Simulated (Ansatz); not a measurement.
Here is an Ansatz 0.2.0 calculation.

input.yaml

```yaml
crystal:
  lattice: { a: 4.1644806079, b: 4.1644806079, c: 4.1644806079, alpha: 60.0, beta: 60.0, gamma: 60.0 }
  atoms:
    - { symbol: Ag, position: [0.0, 0.0, 0.0] }
    - { symbol: Br, position: [0.5, 0.5, 0.5] }
kpoints:
  mp_grid: { grid: [8, 8, 8] }
scf:
  occupations: { method: fixed }
hamiltonian:
  xc: revpbe
  dispersion: d4
  pseudopotentials: { kind: all_electron, datasets: crystal }
output:
  forces: true
  stress: true
  eigenvalues: true
  write_potential: true
  volumetric_format: npy
```

Potentials or basis: all-electron PAW datasets made for the crystal.

Launch:

```sh
$ ansatz run input.yaml --threads 1 --pin off --max-ram 2560MiB --backend cpu --events-out ev --progress --plain --runs-dir out
```

What does it give for the pressure?

-3.0 GPa.

Estimate the band gap on the k mesh.

0.84 eV, indirect (least direct gap 2.50 eV).

A k mesh can miss the band edges.
